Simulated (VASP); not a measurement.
A run of VASP 6.6.1 is set up as follows.

File INCAR:

```
SYSTEM = MgI2
ALGO = Fast ; EDIFF = 1E-6
ENCUT = 520 ; ISIF = 2
ISMEAR = 0 ; LASPH = .True.
LCHARG = .False. ; LREAL = .False.
LWAVE = .False. ; NBANDS = 15
NELM = 60 ; PREC = Accurate
SIGMA = 0.05
```

KPOINTS

```
k-points
0
Gamma
  9 9 4
  0 0 0
```

POSCAR

```
MgI2
1.0
    4.0866932408      0.0000000000      0.0000000000
   -2.0433466204      3.5391801640      0.0000000000
    0.0000000000      0.0000000000      7.0888683846
Mg I
1 2
Direct
    0.0000000000      0.0000000000      0.0000000000
    0.3333333333      0.6666666667      0.7576300000
    0.6666666667      0.3333333333      0.2423700000
```

Potentials or basis: VASP PAW LDA potentials, release 64 (Mg, I).

Command:

```console
$ cat potpaw_LDA.64/Mg/POTCAR potpaw_LDA.64/I/POTCAR > POTCAR
$ mpirun -np 1 vasp_std > vasp.out
```

(1) What does it give for the largest force?

(2) Predict the pressure.

(3) Predict the band gap on the k mesh.

Results:

(1) 0.276 eV/Å.

(2) -1.4 GPa.

(3) 3.33 eV, indirect (least direct gap 3.46 eV).

Caveat: spin-orbit coupling is left out, which moves the levels of the heavy elements; an odd mesh through Γ misses points on the zone boundary, where band edges often lie.
